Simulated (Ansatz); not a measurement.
TaN:

```
CELL_PARAMETERS angstrom
5.19600 0.00000 0.00000
-2.59800 4.49987 0.00000
0.00000 0.00000 2.91100
ATOMIC_POSITIONS crystal
Ta 0.00000 0.00000 0.00000
Ta 0.66667 0.33333 0.50000
Ta 0.33333 0.66667 0.50000
N 0.00000 0.39285 0.00000
N 0.60715 0.60715 0.00000
N 0.39285 0.00000 0.00000
```

Base run:

```yaml
Program: Ansatz 0.2.0
Functional: LDA
Potentials_or_basis: Ansatz PAW
Cutoff: "420 eV (not typed: the program's choice for these potentials)"
k_mesh: 6 × 6 × 9
Occupations: fermi-dirac, width 0.05 eV
Spin: no spin polarisation
```

Its results: band gap on the k mesh none (metal or under the smearing width); pressure -10.0 GPa; largest force 0.051 eV/Å.

Question: The run is repeated on the same cell with these changes: functional from LDA to PBEsol; potentials or basis from Ansatz PAW to JTH PAW; cutoff from 420 eV (not typed: the program's choice for these potentials) to 1320 eV (not typed: the program's choice for these potentials). What comes out?

Answer: Band gap on the k mesh none (metal or under the smearing width); pressure -3.3 GPa; largest force 0.032 eV/Å.

Caveats: spin-orbit coupling is left out, which moves the levels of the heavy elements; the PAW data sets come from PBE, with cores solved anew for the run's functional, which leaves a small shift of forces and pressure (some runs).
